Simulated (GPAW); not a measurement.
# GaSb (Immm) in GPAW: reference runs

Aim: a first look at GaSb with PBE, on the cell as given.

Everything below comes from runs of GPAW 26.7.0. Logs are shortened: lines on timing, memory, paths and dates and some standing lists are left out, and cuts for length are marked. The log counts tension as positive stress, the text compression.

## 1. The structure

Symmetry: Immm, No. 71, orthorhombic system. The conventional cell has a = 3.112 Å, b = 5.350 Å, c = 5.787 Å, α = 90.00°, β = 90.00°, γ = 90.00°. Sb (site symmetry mmm) has 6 Ga at 2.89 to 3.09 Å and 2 Sb at 3.11 Å as nearest neighbours. Ga (site symmetry mmm) has 6 Sb at 2.89 to 3.09 Å and 2 Ga at 3.11 Å as nearest neighbours.

Measurements of this composition are mostly on another form, of space group No. 216.

## 2. Single point, PBE

run.py reads:

```python
from ase import Atoms
from ase.dft.bandgap import bandgap
from ase.io import write
from ase.units import Bohr, GPa
from gpaw import GPAW, PW
from gpaw.elf import elf_from_dft_calculation

atoms = Atoms(['Sb', 'Ga'],
              cell=[[-1.555901, 2.675003, 2.893313],
                    [1.555901, -2.675003, 2.893313],
                    [1.555901, 2.675003, -2.893313]],
              scaled_positions=[[0.5, 0.5, 0.0],
                                [0.0, 0.0, 0.0]],
              pbc=True)

calc = GPAW(mode=PW(600),
            xc='PBE',
            kpts={'size': (10, 10, 10), 'gamma': True},
            occupations={'name': 'fermi-dirac', 'width': 0.05},
            nbands=18,
            convergence={'density': 1e-05, 'energy': 1e-05},
            maxiter=150,
            txt='gpaw.txt')
atoms.calc = calc
energy = atoms.get_potential_energy()
forces = atoms.get_forces()
stress = atoms.get_stress()
calc.write('gs.gpw')
write('result.traj', atoms)
print(f'Energy: {energy:.6f} eV')
print('Forces (eV/A):')
print(forces.round(4))
print('Stress (GPa):', (stress / GPa).round(3))
print('Fermi level:', round(calc.get_fermi_level(), 4), 'eV')
print(f'Gap: {bandgap(calc)[0]:.4f} eV, direct: {bandgap(calc, direct=True)[0]:.4f} eV')

# fields on the real-space grid
write('density.cube', atoms, data=calc.get_pseudo_density() * Bohr**3)
write('potential.cube', atoms, data=calc.get_electrostatic_potential())
write('elf.cube', atoms, data=elf_from_dft_calculation(calc).data)
```

Potentials or basis: GPAW PAW data sets (gpaw-data 1.2.1), pw.

Run with:

```bash
$ OMP_NUM_THREADS=1 python run.py
```

gpaw.txt:

```text
__  _  _
 | _ |_)|_||  |
 |__||  | ||/\| - 26.7.0

Input parameters:
  mode=PW(ecut=600.0),
  convergence={'density': 1e-05, 'energy': 1e-05},
  kpts=MonkhorstPack(size=(10, 10, 10), gamma=True),
  maxiter=150,
  nbands=18,
  occupations=Occupations(name='fermi-dirac', width=0.05),
  xc=XC(name='PBE')

Diagonalizing LCAO Hamiltonian
Converting LCAO to pw mode

       Sb

       Ga

Atoms  # Å, Bohr magnetons
|   | symbol |        x |        y |        z |    initial magnetic moments |
|---|--------|----------|----------|----------|-----------------------------|
| 0 |     Sb | 0.000000 | 0.000000 | 2.893313 | ( 0.0000,  0.0000,  0.0000) |
| 1 |     Ga | 0.000000 | 0.000000 | 0.000000 | ( 0.0000,  0.0000,  0.0000) |

Unit cell  # Å
| periodic |         x |         y |         z |  lengths |     angles |
|----------|-----------|-----------|-----------|----------|------------|
|      yes | -1.555901 |  2.675003 |  2.893313 | 4.236476 | 136.906161 |
|      yes |  1.555901 | -2.675003 |  2.893313 | 4.236476 | 101.689814 |
|      yes |  1.555901 |  2.675003 | -2.893313 | 4.236476 |  93.850369 |

Number of symmetries: 8
Symmetry operations  # r_c * U_cc + t_c -> r_c
|   | kind |            matrix            |
|---|------|------------------------------|
| 0 |  σ   |  1, 1, 1,  0, 0,-1,  0,-1, 0 |
| 1 |  E   |  1, 0, 0,  0, 1, 0,  0, 0, 1 |
| 2 |  C2  |  0, 1, 0,  1, 0, 0, -1,-1,-1 |
| 3 |  C2  |  0, 0, 1, -1,-1,-1,  1, 0, 0 |
| 4 |  σ   |  0, 0,-1,  1, 1, 1, -1, 0, 0 |
| 5 |  σ   |  0,-1, 0, -1, 0, 0,  1, 1, 1 |
| 6 |  i   | -1, 0, 0,  0,-1, 0,  0, 0,-1 |
| 7 |  C2  | -1,-1,-1,  0, 0, 1,  0, 1, 0 |

BZ-sampling:
  Number of BZ points: 1000
  Number of IBZ points: 171

  Monkhorst-Pack size: [10, 10, 10]
  Monkhorst-Pack shift: [0.05, 0.05, 0.05]

K-points  # in reciprocal-cell coordinates
|     |                                coordinates |     weight |
|-----|--------------------------------------------|------------|
|   0 | (  0.00000000,   0.00000000,   0.00000000) | 0.00100000 |
|   1 | (  0.10000000,  -0.10000000,  -0.10000000) | 0.00200000 |
|   2 | (  0.10000000,  -0.10000000,   0.00000000) | 0.00400000 |
|   3 | (  0.10000000,  -0.10000000,   0.10000000) | 0.00200000 |
|   4 | (  0.10000000,   0.00000000,  -0.10000000) | 0.00400000 |
|   5 | (  0.10000000,   0.00000000,   0.00000000) | 0.00400000 |
|   6 | (  0.10000000,   0.10000000,  -0.10000000) | 0.00200000 |
|   7 | (  0.20000000,  -0.20000000,  -0.20000000) | 0.00200000 |
|   8 | (  0.20000000,  -0.20000000,  -0.10000000) | 0.00400000 |
|   9 | (  0.20000000,  -0.20000000,   0.00000000) | 0.00400000 |
| ... |                                            |            |
| 170 | (  0.50000000,   0.50000000,   0.50000000) | 0.00100000 |

Plane wave coefficients: 1627
Cutoff: 600.0 eV

Spin-components: 1 (collinear spins)
Bands:           18
Projectors:      11
Spin-degeneracy: 2
Datatype:        complex128

Parallelization:
  kpt:    1
  domain: 1
  band:   1

Density:
  Valence electrons: 18.0
  Components: 1
  Grid points: [24 24 24]
  Charge: 0.0  # |e|

Potential:
  Grid points: [24 24 24]

species:
  Sb:
    name:    Antimony
    Z:       51.0
    valence: 15
    core:    36
    charge:  0.0  # [|e|]
    compensation charges:
      type: gauss
      rc: 0.36  # [Å]
      lmax: 2
    cutoffs:
      filter: 2.23  # [Å]
      core: 2.23  # [Å]
    projectors
    | kind |    occ | energy [eV] | rcut [Å] |
    |------|--------|-------------|----------|
    |   5s |  2.000 |     -12.815 |    1.154 |
    |   5p |  3.000 |      -4.830 |    1.233 |
    |   4d | 10.000 |     -33.514 |    1.196 |
    |    s |        |      14.396 |    1.154 |
    |    p |        |      22.381 |    1.233 |
    |    d |        |      -6.303 |    1.196 |

    Using partial waves for Sb as LCAO basis

  Ga:
    name:    Gallium
    Z:       31.0
    valence: 3
    core:    28
    charge:  0.0  # [|e|]
    compensation charges:
      type: gauss
      rc: 0.37  # [Å]
      lmax: 2
    cutoffs:
      filter: 2.06  # [Å]
      core: 4.17  # [Å]
    projectors
    | kind |    occ | energy [eV] | rcut [Å] |
    |------|--------|-------------|----------|
    |   4s |  2.000 |      -8.945 |    1.164 |
    |   4p |  1.000 |      -2.580 |    1.164 |
    |    s |        |      18.266 |    1.164 |
    |    p |        |      24.631 |    1.164 |
    |    d |        |       0.000 |    1.164 |

    Using partial waves for Ga as LCAO basis

Reference energy: -229166.229777  # eV

eigensolver:
  PPCG
  Converge bands: occupied
  niter=2

density mixing:
  MSR1-Mixer
  Pratt-step length: 0.05
  Maximum mixing coefficient: 0.75
  Old densities: 10
  SVD Regularization: 0.005
  Good broyden scale: 1.0
  Trust region scale: 1.0
  Backstep threshold: 4.0
  History deletion threshold: 6.0
  Fourier metric: weight=20.0, sigma=0.015

occupation numbers:
  Fermi-Dirac:
    width: 0.0500  # eV

poisson solver:
  ecut: 4800.0  # eV

xc functional:
  name: PBE with 2 nearest neighbor stencil

convergence criteria:
[... 6 lines left out ...]
|iter     | |      energy | eigst |  dens |
|---------|-|-------------|-------|-------|
|iter:   1| |   -7.276295 | +0.23 |       |
|iter:   2| |   -7.278382 | -2.08 | -1.55 |
|iter:   3| |   -7.270673 | -2.65 | -1.58 |
|iter:   4| |   -7.271770 | -3.36 | -2.09 |
|iter:   5| |   -7.271895 | -4.66 | -2.77 |
|iter:   6| |   -7.271908c| -5.49 | -3.27 |
|iter:   7| |   -7.271910c| -6.82 | -4.00 |
|iter:   8| |   -7.271910c| -7.56c| -4.49 |
|iter:   9| |   -7.271910c| -8.18c| -5.26c|

Converged in 9 steps
Energy contributions relative to reference atoms: (reference = -229166.229777)

Energy contributions:
  Kinetic:           5.168543
  Coulomb:          -4.513164
  Zero:              0.182861
  External:          0.000000
  Xc:               -8.107402
  Entropy:          -0.005494
  Spinorbit:         0.000000
  ----------------------------
  Free energy:      -7.274657
  Extrapolated:     -7.271910

dipole moment: (-9.629455, -16.555565, 2.998495)  # |e|*Ang

Fermi level: 6.599
Eigenvalues  # (at kpt = [0.000, 0.000, 0.000])
| band index |      eig [eV] | occ [0-2] |
|------------|---------------|-----------|
|          0 |       -22.464 |     2.000 |
|          1 |       -22.348 |     2.000 |
|          2 |       -22.334 |     2.000 |
|          3 |       -22.322 |     2.000 |
|          4 |       -22.321 |     2.000 |
|          5 |        -5.341 |     2.000 |
|          6 |         3.398 |     2.000 |
|          7 |         4.448 |     2.000 |
|          8 |         4.885 |     2.000 |
|          9 |         9.981 |     0.000 |
|         10 |        11.944 |     0.000 |
|         11 |        12.751 |     0.000 |
|         12 |        14.150 |     0.000 |
|         13 |        14.721 |     0.000 |
|         14 |        15.894 |     0.000 |
|         15 |        17.274 |     0.000 |
|         16 |        18.169 |     0.000 |
|         17 |        18.746 |     0.000 |

No gap
No difference between direct/indirect transitions

Forces  # eV/Ang
|       x |       y |       z |
|---------|---------|---------|
| 0.00000 | 0.00000 | 0.00000 |  # Sb   0
| 0.00000 | 0.00000 | 0.00000 |  # Ga   1

Stress tensor  # eV/Ang^3
|         x |        y |        z |
|-----------|----------|----------|
| -0.003968 | 0.000000 | 0.000000 |
|  0.000000 | 0.004412 | 0.000000 |
|  0.000000 | 0.000000 | 0.006123 |

# Writing to gs.gpw (mode='')
```

Run time: 75 s. Hardware: 1 thread of Arm Neoverse V2, shared host; peak memory 0.27 GiB.

Results:

| Item | Value |
| --- | --- |
| Free energy | -7.2747 eV |
| Pressure | -0.4 GPa |
| Band gap on the k mesh | none (metal or under the smearing width) |

Levels at points of the mesh, in eV from the Fermi level:
| k point | band 7 | band 8 | band 9 | band 10 | band 11 | band 12 |
| --- | --- | --- | --- | --- | --- | --- |
| (0.00, 0.00, 0.00) | -3.20 | -2.15 | -1.71 | 3.38 | 5.35 | 6.15 |
| (0.50, 0.00, 0.00) | -8.02 | -0.24 | 1.48 | 2.05 | 2.58 | 4.79 |
| (0.50, 0.00, 0.50) | -6.02 | -2.03 | -0.45 | -0.30 | 1.11 | 2.86 |
| (0.50, 0.50, 0.00) | -5.03 | -2.98 | -2.07 | -1.71 | 3.32 | 3.86 |
| (0.50, 0.50, 0.50) | -5.90 | -5.08 | -4.79 | 3.29 | 7.18 | 9.60 |

The run has no spin-orbit coupling, so splittings on Sb are missing.
